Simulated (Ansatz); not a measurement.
# BaF2: a single-point run

Wanted: a converged single-point run for BaF2, and a check of what comes out. The structure is shown as the input types it.

Program: Ansatz 0.2.0. Level of theory: density functional or hybrid calculation with the settings of its input, plane waves (as first typed). These are calculated values, not measurements.

2 further runs of the same task are left out: 2 that didn't finish.

### Step 1. The system as given

It takes space group Fm-3m (No. 225, cubic). The conventional cell has a = 6.194 Å, b = 6.194 Å, c = 6.194 Å, α = 90.00°, β = 90.00°, γ = 90.00°. Ba (site symmetry m-3m) is surrounded by 8 F at 2.68 Å. F (site symmetry -43m) is surrounded by 4 Ba at 2.68 Å.

As a file:

```
CELL_PARAMETERS angstrom
0.00000 3.09716 3.09716
3.09716 0.00000 3.09716
3.09716 3.09716 0.00000
ATOMIC_POSITIONS crystal
Ba 0.00000 0.00000 0.00000
F 0.25000 0.25000 0.25000
F 0.75000 0.75000 0.75000
```

### Step 2. The calculation

Input file input.yaml:

```yaml
crystal:
  lattice:
    - [0.0, 3.0971612412, 3.0971612412]
    - [3.0971612412, 0.0, 3.0971612412]
    - [3.0971612412, 3.0971612412, 0.0]
  atoms:
    - { symbol: Ba, position: [0.0, 0.0, 0.0] }
    - { symbol: F, position: [0.25, 0.25, 0.25] }
    - { symbol: F, position: [0.75, 0.75, 0.75] }
kpoints:
  mp_grid: { grid: [6, 6, 6] }
hamiltonian:
  xc: pbe
scf:
  occupations: { method: fixed }
  n_extra_bands: 4
  convergence: { dr2_threshold: 1.0 }
  max_iter: 85
output:
  forces: true
  stress: true
  eigenvalues: true
```

Run with:

```
> ansatz run input.yaml --threads 4 --pin off --max-ram 3686MiB --backend cpu --events-out ev --progress --plain --runs-dir out
```

What happens when this is run?

This run ends as converged, with warnings (force scf threshold loose, stress scf threshold loose). Its log warns: «scf.convergence.dr2_threshold = 1e0 eV is looser than this run's default, which is 1e-7 eV or tighter. The error in the forces grows as the threshold's square root ...»

The threshold asked is loose, but the program put off the close and ended at dr2 = 4.2e-11, so little accuracy was lost here.

To check: delete scf.convergence.dr2_threshold (the default then holds).
